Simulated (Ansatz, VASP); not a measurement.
# One calculation of BaHfO3, two programs

Contents of INCAR:

```
PREC = Accurate ; ENCUT = 520
EDIFF = 1E-6 ; ISMEAR = 0
SIGMA = 0.1 ; LREAL = F
LASPH = T ; NELM = 100
ALGO = Fast ; ISIF = 2
LWAVE = F ; LCHARG = F
GGA = PE ; NBANDS = 27
```

File KPOINTS:

```
regular mesh
0
Gamma
  4 4 4
```

File POSCAR:

```
BaHfO3
1.0
    4.1695670000      0.0000000000      0.0000000000
    0.0000000000      4.1695670000      0.0000000000
    0.0000000000      0.0000000000      4.1703770000
Ba Hf O
1 1 3
Direct
    0.5000000000      0.5000000000      0.9964250000
    0.0000000000      0.0000000000      0.4978750000
    0.0000000000      0.5000000000      0.4988900000
    0.5000000000      0.0000000000      0.4988900000
    0.0000000000      0.0000000000      0.9979410000
```

Input for Ansatz:

```yaml
crystal:
  lattice:
    - [4.169567, 0.0, 0.0]
    - [0.0, 4.169567, 0.0]
    - [0.0, 0.0, 4.170377]
  atoms:
    - { symbol: Ba, position: [0.5, 0.5, 0.996425] }
    - { symbol: Hf, position: [0.0, 0.0, 0.497875] }
    - { symbol: O, position: [0.0, 0.5, 0.49889] }
    - { symbol: O, position: [0.5, 0.0, 0.49889] }
    - { symbol: O, position: [0.0, 0.0, 0.997941] }
basis:
  ecutwfc: 420
kpoints:
  mp_grid: { grid: [4, 4, 4] }
hamiltonian:
  xc: pbe
scf:
  occupations: { method: gaussian, width: 0.1 }
output:
  forces: true
  stress: true
  eigenvalues: true
```

The cell comes from a database or a generator and needn't be the stable form of this composition.

Alike in both runs: task single point; functional PBE; k mesh 4 × 4 × 4; occupations gaussian, width 0.1 eV; no spin polarisation.

|  | VASP | Ansatz |
| --- | --- | --- |
| version | VASP 6.6.1 | Ansatz 0.2.0 |
| potentials or method | VASP PAW PBE potentials, release 64 (Ba_sv, Hf_pv, O) | scalar-relativistic, plane waves, PAW |
| plane-wave cutoff (eV) | 520 | 420 |
| valence electrons in the cell | 38 | 54 |

Ansatz gave:

- gap on the k mesh at the Fermi level (eV): 3.67
- least direct gap on the mesh (eV): 3.77
- pressure (GPa): 4.3
- rms of the force components (eV/Å): 0.009

What did VASP give for the same quantities?

gap on the k mesh at the Fermi level (eV): 3.58; least direct gap on the mesh (eV): 3.79; pressure (GPa): 3.8; rms of the force components (eV/Å): 0.011.

Atom by atom the forces differ by 0.002 eV/Å (rms over components). The two sets of potentials don't hold the same shells in valence.

Caveats: spin-orbit coupling is left out, which moves the levels of the heavy elements. Expect the measured gap to be larger: semilocal functionals such as PBE lack the derivative discontinuity. A k mesh can miss the band edges.
